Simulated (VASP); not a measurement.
# Ir: generalised stacking fault

Ir, Fm-3m (no. 225), 9 atoms in the cell. PBE, constrained relaxations along a path; PAW potentials Ir (PBE set).

Path: generalised stacking fault, a/6<112> on {111}; Layers in the cell: 9.

## Input

INCAR:
```
SYSTEM = Ir
  PREC = Normal
  ENCUT = 250
  EDIFF = 1E-6
  ISMEAR = 1
  SIGMA = 0.2
  LREAL = .FALSE.
  LASPH = .TRUE.
  NELM = 100
  ALGO = Normal
  LWAVE = .FALSE.
  LCHARG = .FALSE.
  IBRION = 2
  NSW = 100
  ISIF = 2
  EDIFFG = -0.02
  POTIM = 0.5
  ISYM = 2
  KPAR = 8
```

KPOINTS:
```
k-points
0
Gamma
  18 18 3
```

POSCAR.step1:
```
Ir
1.0
    2.7090675001      0.0000000000      0.0000000000
    1.3545337500      2.3461212756      0.0000000000
    0.0000000000      0.0000000000     19.9074991619
Ir
9
Selective dynamics
Direct
    0.3333333333      0.3333333333      0.0000000000  F F T
   -0.3333333333      0.6666666667      0.1111111111  F F T
    0.0000000000      0.0000000000      0.2222222222  F F T
    0.3333333333      0.3333333333      0.3333333333  F F T
   -0.3333333333      0.6666666667      0.4444444444  F F T
    0.0000000000      0.0000000000      0.5555555556  F F T
    0.3333333333      0.3333333333      0.6666666667  F F T
   -0.3333333333      0.6666666667      0.7777777778  F F T
    0.0000000000      0.0000000000      0.8888888889  F F T
```

POSCAR.step2:
```
Ir
1.0
    2.7090675001      0.0000000000      0.0000000000
    1.3545337500      2.3461212756      0.0000000000
    0.2709067500      0.1564080850     19.9074991619
Ir
9
Selective dynamics
Direct
    0.3333333333      0.3333333333      0.0000000000  F F T
   -0.3407407407      0.6592592593      0.1111111111  F F T
   -0.0148148148     -0.0148148148      0.2222222222  F F T
    0.3111111111      0.3111111111      0.3333333333  F F T
   -0.3629629630      0.6370370370      0.4444444444  F F T
   -0.0370370370     -0.0370370370      0.5555555556  F F T
    0.2888888889      0.2888888889      0.6666666667  F F T
   -0.3851851852      0.6148148148      0.7777777778  F F T
   -0.0592592593     -0.0592592593      0.8888888889  F F T
```

POSCAR.step3:
```
Ir
1.0
    2.7090675001      0.0000000000      0.0000000000
    1.3545337500      2.3461212756      0.0000000000
    0.5418135000      0.3128161701     19.9074991619
Ir
9
Selective dynamics
Direct
    0.3333333333      0.3333333333      0.0000000000  F F T
   -0.3481481481      0.6518518519      0.1111111111  F F T
   -0.0296296296     -0.0296296296      0.2222222222  F F T
    0.2888888889      0.2888888889      0.3333333333  F F T
   -0.3925925926      0.6074074074      0.4444444444  F F T
   -0.0740740741     -0.0740740741      0.5555555556  F F T
    0.2444444444      0.2444444444      0.6666666667  F F T
   -0.4370370370      0.5629629630      0.7777777778  F F T
   -0.1185185185     -0.1185185185      0.8888888889  F F T
```

POSCAR.step4:
```
Ir
1.0
    2.7090675001      0.0000000000      0.0000000000
    1.3545337500      2.3461212756      0.0000000000
    0.6772668750      0.3910202126     19.9074991619
Ir
9
Selective dynamics
Direct
    0.3333333333      0.3333333333      0.0000000000  F F T
   -0.3518518519      0.6481481481      0.1111111111  F F T
   -0.0370370370     -0.0370370370      0.2222222222  F F T
    0.2777777778      0.2777777778      0.3333333333  F F T
   -0.4074074074      0.5925925926      0.4444444444  F F T
   -0.0925925926     -0.0925925926      0.5555555556  F F T
    0.2222222222      0.2222222222      0.6666666667  F F T
   -0.4629629630      0.5370370370      0.7777777778  F F T
   -0.1481481481     -0.1481481481      0.8888888889  F F T
```

POSCAR.step5:
```
Ir
1.0
    2.7090675001      0.0000000000      0.0000000000
    1.3545337500      2.3461212756      0.0000000000
    0.8127202500      0.4692242551     19.9074991619
Ir
9
Selective dynamics
Direct
    0.3333333333      0.3333333333      0.0000000000  F F T
   -0.3555555556      0.6444444444      0.1111111111  F F T
   -0.0444444444     -0.0444444444      0.2222222222  F F T
    0.2666666667      0.2666666667      0.3333333333  F F T
   -0.4222222222      0.5777777778      0.4444444444  F F T
   -0.1111111111     -0.1111111111      0.5555555556  F F T
    0.2000000000      0.2000000000      0.6666666667  F F T
   -0.4888888889      0.5111111111      0.7777777778  F F T
   -0.1777777778     -0.1777777778      0.8888888889  F F T
```

POSCAR.step6:
```
Ir
1.0
    2.7090675001      0.0000000000      0.0000000000
    1.3545337500      2.3461212756      0.0000000000
    1.0836270000      0.6256323402     19.9074991619
Ir
9
Selective dynamics
Direct
    0.3333333333      0.3333333333      0.0000000000  F F T
   -0.3629629630      0.6370370370      0.1111111111  F F T
   -0.0592592593     -0.0592592593      0.2222222222  F F T
    0.2444444444      0.2444444444      0.3333333333  F F T
   -0.4518518519      0.5481481481      0.4444444444  F F T
   -0.1481481481     -0.1481481481      0.5555555556  F F T
    0.1555555556      0.1555555556      0.6666666667  F F T
   -0.5407407407      0.4592592593      0.7777777778  F F T
   -0.2370370370     -0.2370370370      0.8888888889  F F T
```

POSCAR.step7:
```
Ir
1.0
    2.7090675001      0.0000000000      0.0000000000
    1.3545337500      2.3461212756      0.0000000000
    1.3545337500      0.7820404252     19.9074991619
Ir
9
Selective dynamics
Direct
    0.3333333333      0.3333333333      0.0000000000  F F T
   -0.3703703704      0.6296296296      0.1111111111  F F T
   -0.0740740741     -0.0740740741      0.2222222222  F F T
    0.2222222222      0.2222222222      0.3333333333  F F T
   -0.4814814815      0.5185185185      0.4444444444  F F T
   -0.1851851852     -0.1851851852      0.5555555556  F F T
    0.1111111111      0.1111111111      0.6666666667  F F T
   -0.5925925926      0.4074074074      0.7777777778  F F T
   -0.2962962963     -0.2962962963      0.8888888889  F F T
```

Commands (each step's output is kept before the next begins):
```
cat potpaw_PBE.64/Ir/POTCAR > POTCAR
# POSCAR: c tilted by 0 of a/6<112> on {111}
cp POSCAR.step1 POSCAR
mpirun -np 8 vasp_std > vasp.out
# POSCAR: c tilted by 0.2 of a/6<112> on {111}
cp POSCAR.step2 POSCAR
mpirun -np 8 vasp_std > vasp.out
# POSCAR: c tilted by 0.4 of a/6<112> on {111}
cp POSCAR.step3 POSCAR
mpirun -np 8 vasp_std > vasp.out
# POSCAR: c tilted by 0.5 of a/6<112> on {111}
cp POSCAR.step4 POSCAR
mpirun -np 8 vasp_std > vasp.out
# POSCAR: c tilted by 0.6 of a/6<112> on {111}
cp POSCAR.step5 POSCAR
mpirun -np 8 vasp_std > vasp.out
# POSCAR: c tilted by 0.8 of a/6<112> on {111}
cp POSCAR.step6 POSCAR
mpirun -np 8 vasp_std > vasp.out
# POSCAR: c tilted by 1 of a/6<112> on {111}
cp POSCAR.step7 POSCAR
mpirun -np 8 vasp_std > vasp.out
```

## Result

- Unstable fault energy (mJ/m²): 728
- Energy at the end of the slip (mJ/m²): 385
- Ionic steps, all stages: 57
- Electronic steps, all stages: 643

Energy along the slip:

| Share of the slip | Fault energy (mJ/m²) |
|---|---|
| 0 | 0 |
| 0.2 | 267 |
| 0.4 | 624 |
| 0.5 | 711 |
| 0.6 | 725 |
| 0.8 | 558 |
| 1 | 385 |

Limits: the faults repeat once a cell, and the in-plane lattice is that of the given cell.

VASP 6.6.1 took 2447 s on 8 cores (Intel Xeon Platinum 8259CL @ 2.50GHz (Skylake/Cascade Lake)), a shared host.
